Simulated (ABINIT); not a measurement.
# BN (F-43m) in ABINIT: further runs, part 2 of 2

ABINIT 10.8.3 (patched build).

## (5) Relaxation of cell and atoms, PBE, target pressure 20 GPa, at which the enthalpy is minimised

Input file run.abi:

```
pp_dirpath "./"
pseudos "N.GGA_PBE-JTH.xml, B.GGA_PBE-JTH.xml"

acell 3*1.0
rprim
     0.0000000000     3.4260753537     3.4260753537
     3.4260753537     0.0000000000     3.4260753537
     3.4260753537     3.4260753537     0.0000000000
ntypat 2
znucl 7 5
natom 2
typat 1 2
xcart
     0.9065005000     0.9065005000     0.9065005000
     0.0000000000     0.0000000000     0.0000000000 Angstrom
chkprim 0
chksymtnons 0
tolsym 1.0e-6

ecut 707.496042 eV
pawecutdg 48.0
pawxcdev 0
pawovlp -1

kptopt 1
ngkpt 13 13 13
nshiftk 1
shiftk 0.0 0.0 0.0

ixc 11

nband 8
occopt 3
tsmear 0.05 eV

nstep 100
tolvrs 1.0e-9

iomode 3
prtwf 0
prtden 0
prteig 0
prtebands 0
enunit 2

ionmov 2
ntime 60
tolmxf 5.0e-5
optcell 2
dilatmx 1.08
ecutsm 0.5
strtarget 3*-6.797862e-04 3*0.0
```

Potentials or basis: JTH PAW PBE v2.0.

The run is started by

```sh
> abinit run.abi > log 2>&1
```

run.abo:

```text
.Version 10.8.3 of ABINIT
 Symmetries : space group F-4 3 m (#216); Bravais cF (face-center cubic)
================================================================================
 Values of the parameters that define the memory need of the present run
     intxc =       0    ionmov =       2      iscf =      17    lmnmax =       8
     lnmax =       4     mgfft =      27  mpssoang =       2    mqgrid =    3001
     natom =       2  nloc_mem =       2    nspden =       1   nspinor =       1
    nsppol =       1      nsym =      24    n1xccc =       1    ntypat =       2
    occopt =       3   xclevel =       2
       mpw =         654          nfft =       19683          nkpt =          84
 PAW method is used; the additional fine FFT grid is defined by:
   mgfftf=        36    nfftf =     46656
================================================================================
================================================================================

--------------------------------------------------------------------------------
------------- Echo of variables that govern the present computation ------------
--------------------------------------------------------------------------------
 -outvars: echo values of preprocessed input variables --------
            acell      1.0000000000E+00  1.0000000000E+00  1.0000000000E+00 Bohr
              amu      1.40067400E+01  1.08110000E+01
          chkprim           0
      chksymtnons           0
          dilatmx      1.08000000E+00
             ecut      2.60000000E+01 Hartree
           ecutsm      5.00000000E-01 Hartree
           enunit           2
           ionmov           2
                       outvar_i_n : Printing only first  50 k-points.
              ixc          11
                       outvar_i_n : Printing only first  50 k-points.
         kptrlatt       13    0    0      0   13    0      0    0   13
          kptrlen      6.29876290E+01
            natom           2
            nband           8
            ngfft          27      27      27
          ngfftdg          36      36      36
             nkpt          84
            nstep         100
             nsym          24
            ntime          60
           ntypat           2
                       prtocc : prtvol=0, do not print more k-points.
[... 514 lines left out ...]
 kpt#   1, nband=  8, wtk=  0.00046, kpt=  0.0000  0.0000  0.0000 (reduced coord)
  -0.42156    0.33968    0.33968    0.33968    0.67025    0.67025    0.67025    0.74393
      occupation numbers for kpt#   1
   2.00000    2.00000    2.00000    2.00000    0.00000    0.00000    0.00000    0.00000
 prteigrs : prtvol=0 or 1, do not print more k-points.

 Fermi (or HOMO) energy (eV) =  10.72149   Average Vxc (eV)= -13.01171
 Eigenvalues (   eV  ) for nkpt=  84  k points:
 kpt#   1, nband=  8, wtk=  0.00046, kpt=  0.0000  0.0000  0.0000 (reduced coord)
 -11.47126    9.24320    9.24320    9.24320   18.23850   18.23850   18.23850   20.24350
 prteigrs : prtvol=0 or 1, do not print more k-points.

--- !EnergyTerms
iteration_state     : {dtset: 1, itime: 4, icycle: 1, }
comment             : Components of total free energy in Hartree
kinetic             :  8.04669112506893E+00
hartree             :  1.77200682567829E+00
xc                  : -3.93910707359772E+00
Ewald energy        : -1.33505577929648E+01
psp_core            :  7.62018943368633E-01
local_psp           : -7.65581977393875E+00
PAW spherical_terms :  1.38739985427846E+00
internal            : -1.29773678921069E+01
'-kT*entropy'       :  6.19034775542358E-16
total_energy        : -1.29773678921069E+01
total_energy_eV     : -3.53132170168314E+02
...

--- !EnergyTermsDC
iteration_state     : {dtset: 1, itime: 4, icycle: 1, }
comment             : '"Double-counting" decomposition of free energy'
band_energy         :  3.38453671674375E-01
Ewald energy        : -1.33505577929648E+01
psp_core            :  7.62018943368633E-01
xc_dc               : -9.65253757323425E-01
PAW spherical_terms :  2.37968838773118E-01
internal            : -1.29773700964721E+01
'-kT*entropy'       :  6.19034775542358E-16
total_energy_dc     : -1.29773700964721E+01
total_energy_dc_eV  : -3.53132230152146E+02
...

--- !EnergyTermsWithPAWCore
iteration_state     : {dtset: 1, itime: 4, icycle: 1, }
comment             : 'Components of total free energy, including PAW core contributions'
Total energy        : -7.96961218117574E+01
Total energy DC     : -7.96961240161225E+01
Total energy (eV)   : -2.16864195292648E+03
Total energy DC (eV): -2.16864201291031E+03
...

 Cartesian components of stress tensor (hartree/bohr^3)
  sigma(1 1)= -6.79662887E-04  sigma(3 2)=  0.00000000E+00
  sigma(2 2)= -6.79662887E-04  sigma(3 1)=  0.00000000E+00
  sigma(3 3)= -6.79662887E-04  sigma(2 1)=  0.00000000E+00

-Cartesian components of stress tensor (GPa)         [Pressure=  1.9996E+01 GPa]
- sigma(1 1)= -1.99963725E+01  sigma(3 2)=  0.00000000E+00
- sigma(2 2)= -1.99963725E+01  sigma(3 1)=  0.00000000E+00
- sigma(3 3)= -1.99963725E+01  sigma(2 1)=  0.00000000E+00

== END DATASET(S) ==============================================================
================================================================================

 -outvars: echo values of variables after computation  --------
            acell      4.7653136672E+00  4.7653136672E+00  4.7653136672E+00 Bohr
           etotal     -1.2977370096E+01
            fcart      7.9910277879E-29  7.9910277879E-29 -2.3973083364E-28
                      -7.9910277879E-29 -7.9910277879E-29  2.3973083364E-28
            rprim      0.0000000000E+00  7.0710678119E-01  7.0710678119E-01
                       7.0710678119E-01  0.0000000000E+00  7.0710678119E-01
                       7.0710678119E-01  7.0710678119E-01  0.0000000000E+00
           strten     -6.7966288658E-04 -6.7966288658E-04 -6.7966288658E-04
                       0.0000000000E+00  0.0000000000E+00  0.0000000000E+00
           xangst      8.9155395711E-01  8.9155395711E-01  8.9155395711E-01
                       5.9772228242E-10  5.9772228242E-10  5.9772228242E-10
             xred      2.5000000017E-01  2.5000000017E-01  2.5000000017E-01
                       1.6760687283E-10  1.6760687283E-10  1.6760687283E-10
 Calculation completed.
```

Wall time 46 s (1 thread of Arm Neoverse V1, shared host); peak memory 0.1 GiB.

What came out:

* Free energy: -353.1322 eV
* Relaxed volume: 5.67 Å³/atom
* Relaxed cell: a = 2.522 Å, b = 2.522 Å, c = 2.522 Å, α = 60.00°, β = 60.00°, γ = 60.00°
* Space group after relaxing (to 0.05 Å): F-43m (No. 216)
* Energy change on relaxing (the enthalpy is what falls): +17.0 meV/atom
* Ionic steps: 4
* Pressure after relaxing: 20.0 GPa
* Band gap on the k mesh: 4.57 eV, indirect (least direct gap 9.00 eV)

Step by step:
```tsv
step	energy change (eV)	largest force (eV/Å)	pressure (GPa)	volume (Å³)
1	0.0000	0.0000	-0.29	11.92
2	0.0546	0.0000	25.83	11.19
3	0.0332	0.0000	19.73	11.35
4	0.0340	0.0000	20.00	11.34
```

Final structure:
```cif
data_structure
_symmetry_space_group_name_H-M 'P 1'
_symmetry_Int_Tables_number 1
_cell_length_a 2.5217
_cell_length_b 2.5217
_cell_length_c 2.5217
_cell_angle_alpha 60.000
_cell_angle_beta 60.000
_cell_angle_gamma 60.000
_cell_volume 11.34
loop_
_atom_site_label
_atom_site_type_symbol
_atom_site_fract_x
_atom_site_fract_y
_atom_site_fract_z
_atom_site_occupancy
N1 N 0.25000 0.25000 0.25000 1
B1 B 0.00000 0.00000 0.00000 1
```

Levels at points of the mesh, in eV from the valence-band top:
| k point | band 2 | band 3 | band 4 | band 5 | band 6 | band 7 |
| --- | --- | --- | --- | --- | --- | --- |
| (0.00, 0.00, 0.00) | 0.00 | 0.00 | 0.00 | 9.00 | 9.00 | 9.00 |

Caveat: an odd mesh through Γ misses points on the zone boundary, where band edges often lie; the atomic spheres overlap.

## (6) The runs side by side

| cell | gap on the mesh (eV) | pressure (GPa) |
| --- | --- | --- |
| relaxed | 4.52 | 0.0 |
| relaxed to 5 GPa | 4.53 | 5.0 |
| relaxed to 10 GPa | 4.55 | 10.0 |
| relaxed to 20 GPa | 4.57 | 20.0 |

Alike in all rows: task relaxation of cell and atoms; level PBE; potentials or basis JTH PAW PBE v2.0; no spin polarisation; k mesh 13 × 13 × 13; cutoff (eV) 707; smearing fermi-dirac 0.05 eV.

Caveats: an odd mesh through Γ misses points on the zone boundary, where band edges often lie; the atomic spheres overlap (some runs).

Total energies depend on the potentials used, so only differences within one code and one set of settings carry meaning.
